**Band gap of zincblende ZnSe in one fixed cell with seven LDA and GGA functionals**

The table holds the Kohn-Sham gap and direct gap along a band path from plane-wave PAW calculations (VASP) with LDA, PBE, PBEsol, revPBE, RPBE, BLYP and PW91, without spin-orbit coupling and without relaxing the cell. The program works out the order, steps and level shifts at Γ, and tests one parameter-free estimate: the ratio (RPBE − PBE)/(revPBE − PBE) from the s⁴ terms of the exchange enhancement factors. The estimate is 1.41, against 1.36 for the gap and 1.37 for the pressure. The output also shows that the gap is direct in every row, that the first empty level moves most from LDA or PBE to RPBE, and that exchange alone misplaces BLYP. All gaps are only 38 to 52 % of a rough recalled experimental value, and relaxation could remove much of the spread among PW91, PBE, revPBE and RPBE.

VASP 6.6.1, Kohn-Sham DFT with PAW potentials for zincblende ZnSe in one fixed two-atom cell (cubic edge 5.668 Å), without spin polarisation or spin-orbit coupling. The plane-wave cutoff is 520 eV, the k mesh 8×8×8 and the smearing width 0.05 eV; gaps are taken along a band path through special points.

## Analysis program

```python
# Table: Kohn-Sham gaps (eV) of zincblende ZnSe, one fixed cell, VASP PAW, seven LDA/GGA functionals, no spin-orbit.
# Tested: order, level shifts, digits; one parameter-free estimate from the exchange enhancement factors Fx(s).
T = {
    'functional': ['LDA', 'PBE', 'PBEsol', 'revPBE', 'RPBE', 'BLYP', 'PW91'],
    'potentials': ['VASP PAW LDA potentials, recommended', 'VASP PAW PBE potentials, recommended', 'VASP PAW PBE potentials, recommended', 'VASP PAW PBE potentials, recommended', 'VASP PAW PBE potentials, recommended', 'VASP PAW PBE potentials, recommended', 'VASP PAW PBE potentials, recommended'],
    'gap_on_path': [1.07, 1.29, 1.171, 1.409, 1.452, 1.276, 1.281],  # eV
    'direct_gap_on_path': [1.07, 1.29, 1.171, 1.409, 1.452, 1.276, 1.281],  # eV
}
import numpy as np
from scipy.optimize import brentq
fn = T['functional']
g = dict(zip(fn, T['gap_on_path'])); dg = dict(zip(fn, T['direct_gap_on_path']))
# further outputs of the same runs (eV, Gamma levels from the valence top; pressure in GPa)
nm = ['LDA', 'PBE', 'PBEsol', 'revPBE', 'RPBE', 'BLYP', 'PW91']
mesh = dict(zip(nm, [1.0685, 1.2903, 1.1707, 1.4085, 1.4519, 1.2744, 1.281]))
d3 = dict(zip(nm, [-6.318, -6.176, -6.184, -6.143, -6.131, -6.300, -6.221]))
c1 = dict(zip(nm, [1.068, 1.290, 1.171, 1.408, 1.452, 1.274, 1.281]))
c2 = dict(zip(nm, [5.702, 5.800, 5.732, 5.840, 5.855, 5.847, 5.797]))
P = {'PW91': 2.257635, 'PBE': 2.346743, 'revPBE': 3.990396, 'RPBE': 4.59087}
EXP, DGDP = 2.8, 0.07  # rough recalled values: measured gap (eV), pressure coefficient (eV/GPa)
order = sorted(fn, key=g.get)
print('valence electrons 12+6 = 18, filled bands 9 = 1 (Se 4s) + 5 (Zn 3d) + 3 (p-like)')
print('largest |gap - direct gap| = %.3f eV; table rounding 0.0005 eV' % max(abs(g[f]-dg[f]) for f in fn))
print('functional  gap/eV  step/meV  vs PBE/meV  path-mesh/meV  path-Gamma/meV  %% of rough %.1f eV' % EXP)
for i, f in enumerate(order):
    st = 1e3*(g[f]-g[order[i-1]]) if i else 0
    print('%-8s %7.3f %8.0f %10.0f %12.1f %14.0f %12.0f' % (f, g[f], st, 1e3*(g[f]-g['PBE']), 1e3*(g[f]-mesh[f]), 1e3*(g[f]-c1[f]), 100*g[f]/EXP))
sp = g[order[-1]]-g[order[0]]
tr = [g[f] for f in ('PBE', 'PW91', 'BLYP')]
print('spread %.3f eV, largest/smallest %.2f; GGA spread %.3f eV' % (sp, g[order[-1]]/g[order[0]], g[order[-1]]-g[order[1]]))
print('shortfall to rough experiment %.1f to %.1f eV; PBE/PW91/BLYP within %.0f meV' % (EXP-g[order[-1]], EXP-g[order[0]], 1e3*(max(tr)-min(tr))))
print('smearing: exp(-gap/(2*0.05 eV)) at smallest gap = %.0e' % np.exp(-g[order[0]]/0.1))
print('Gamma levels, shift from PBE/meV: top 3d, first empty, second empty; first empty - 3d/eV')
for f in order:
    print('%-8s %6.0f %6.0f %6.0f %9.3f' % (f, 1e3*(d3[f]-d3['PBE']), 1e3*(c1[f]-c1['PBE']), 1e3*(c2[f]-c2['PBE']), c1[f]-d3[f]))
for a in ('LDA', 'PBE'):
    x = [q['RPBE']-q[a] for q in (d3, c1, c2)]
    print('%s to RPBE: 3d %+.3f, first %+.3f, second %+.3f eV; first/second %.1f, first/3d %.1f' % (a, *x, x[1]/x[2], x[1]/x[0]))
# defining constants of the exchange functionals
mu, k, kr, b = 0.21951, 0.804, 1.245, 0.0042
pb = lambda s, m, q: q - q/(1+m*s*s/q)
def b88(s):
    x = 2*(6*np.pi**2)**(1/3)*s
    return b*x*x/(1.5*(3/(4*np.pi))**(1/3)*(1+6*b*x*np.arcsinh(x)))
F = {'PBEsol': lambda s: pb(s, 10/81, k), 'PBE': lambda s: pb(s, mu, k), 'BLYP': b88,
     'revPBE': lambda s: pb(s, mu, kr), 'RPBE': lambda s: k*(1-np.exp(-mu*s*s/k))}
print('exchange Fx-1 at s = 1, 2, 3; gap - LDA/eV; that rise over Fx(1)-1 in eV')
for f in F:
    r = g[f]-g['LDA']
    print('%-8s %.3f %.3f %.3f %8.3f %7.2f' % (f, F[f](1.), F[f](2.), F[f](3.), r, r/F[f](1.)))
R0 = (0.5/k)/(1/k-1/kr)
RF = lambda s: (F['RPBE'](s)-F['PBE'](s))/(F['revPBE'](s)-F['PBE'](s))
rat = lambda q: (q['RPBE']-q['PBE'])/(q['revPBE']-q['PBE'])
print('ratio (RPBE-PBE)/(revPBE-PBE), estimate at small s: %.2f' % R0)
print('  of Fx at s = 0.5, 1, 1.5, 2, 3: ' + ' '.join('%.2f' % RF(s) for s in (.5, 1., 1.5, 2., 3.)))
print('  Fx of RPBE and revPBE cross at s = %.2f' % brentq(lambda s: RF(s)-1, 1, 5))
u, v = g['RPBE']-g['PBE'], g['revPBE']-g['PBE']
print('  gap %.2f (rounding allows %.2f to %.2f), %.1f %% from the estimate' % (u/v, (u-.001)/(v+.001), (u+.001)/(v-.001), 100*(u/v/R0-1)))
print('  3d level %.2f, second empty level %.2f (each about +-0.07), pressure %.2f' % (rat(d3), rat(c2), rat(P)))
print('pressure/GPa and order of gap loss on relaxing (rough recalled %.2f eV/GPa)' % DGDP)
print('  ' + '; '.join('%s %.2f -> %.1f eV' % (f, P[f], DGDP*P[f]) for f in P))
print('PBE to RPBE: gap %+.3f eV, pressure %+.2f GPa, quotient %.3f eV/GPa' % (u, P['RPBE']-P['PBE'], u/(P['RPBE']-P['PBE'])))
assert all(abs(g[f]-dg[f]) < 1e-3 and abs(g[f]-c1[f]) < 3e-3 for f in fn)
assert g['LDA'] < g['PBEsol'] < g['PBE'] < g['revPBE'] < g['RPBE']
assert 1 < u/v < R0
assert F['BLYP'](1.) > F['PBE'](1.) and g['BLYP'] < g['PBE']
```

Printed output:

```
valence electrons 12+6 = 18, filled bands 9 = 1 (Se 4s) + 5 (Zn 3d) + 3 (p-like)
largest |gap - direct gap| = 0.000 eV; table rounding 0.0005 eV
functional  gap/eV  step/meV  vs PBE/meV  path-mesh/meV  path-Gamma/meV  % of rough 2.8 eV
LDA        1.070        0       -220          1.5              2           38
PBEsol     1.171      101       -119          0.3              0           42
BLYP       1.276      105        -14          1.6              2           46
PW91       1.281        5         -9          0.0              0           46
PBE        1.290        9          0         -0.3              0           46
revPBE     1.409      119        119          0.5              1           50
RPBE       1.452       43        162          0.1              0           52
spread 0.382 eV, largest/smallest 1.36; GGA spread 0.281 eV
shortfall to rough experiment 1.3 to 1.7 eV; PBE/PW91/BLYP within 14 meV
smearing: exp(-gap/(2*0.05 eV)) at smallest gap = 2e-05
Gamma levels, shift from PBE/meV: top 3d, first empty, second empty; first empty - 3d/eV
LDA        -142   -222    -98     7.386
PBEsol       -8   -119    -68     7.355
BLYP       -124    -16     47     7.574
PW91        -45     -9     -3     7.502
PBE           0      0      0     7.466
revPBE       33    118     40     7.551
RPBE         45    162     55     7.583
LDA to RPBE: 3d +0.187, first +0.384, second +0.153 eV; first/second 2.5, first/3d 2.1
PBE to RPBE: 3d +0.045, first +0.162, second +0.055 eV; first/second 2.9, first/3d 3.6
exchange Fx-1 at s = 1, 2, 3; gap - LDA/eV; that rise over Fx(1)-1 in eV
PBEsol   0.107 0.306 0.466    0.101    0.94
PBE      0.172 0.420 0.571    0.220    1.28
BLYP     0.178 0.467 0.756    0.206    1.16
revPBE   0.187 0.515 0.764    0.339    1.82
RPBE     0.192 0.534 0.735    0.382    1.99
ratio (RPBE-PBE)/(revPBE-PBE), estimate at small s: 1.41
  of Fx at s = 0.5, 1, 1.5, 2, 3: 1.41 1.39 1.32 1.20 0.85
  Fx of RPBE and revPBE cross at s = 2.60
  gap 1.36 (rounding allows 1.34 to 1.38), -3.6 % from the estimate
  3d level 1.36, second empty level 1.38 (each about +-0.07), pressure 1.37
pressure/GPa and order of gap loss on relaxing (rough recalled 0.07 eV/GPa)
  PW91 2.26 -> 0.2 eV; PBE 2.35 -> 0.2 eV; revPBE 3.99 -> 0.3 eV; RPBE 4.59 -> 0.3 eV
PBE to RPBE: gap +0.162 eV, pressure +2.24 GPa, quotient 0.072 eV/GPa
```
